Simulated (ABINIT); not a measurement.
Runs of ABINIT 10.8.3 (patched build) on C. It takes space group Fd-3m (No. 227, cubic). The conventional cell has a = 3.567 Å, b = 3.567 Å, c = 3.567 Å, α = 90.00°, β = 90.00°, γ = 90.00°. C (site symmetry -43m) is surrounded by 4 C at 1.54 Å. This isn't the form of C at room conditions, which is graphite.

```tsv
cell	gap on the mesh (eV)	pressure (GPa)
relaxed to 30 GPa	(b)	30.0
relaxed to 10 GPa	4.18	10.0
relaxed to 20 GPa	(a)	20.0
relaxed to 5 GPa	4.16	5.0
relaxed	4.13	0.0
```

Alike in all rows: task relaxation of cell and atoms; level PBE; potentials or basis JTH PAW PBE v2.0; no spin polarisation; k mesh 13 × 13 × 13; cutoff (eV) 517; smearing fermi-dirac 0.05 eV.

Problem. Fill in the values left out.

Solution. (a) 4.23; (b) 4.27.

Caveats: an odd mesh through Γ misses points on the zone boundary, where band edges often lie; the atomic spheres overlap.
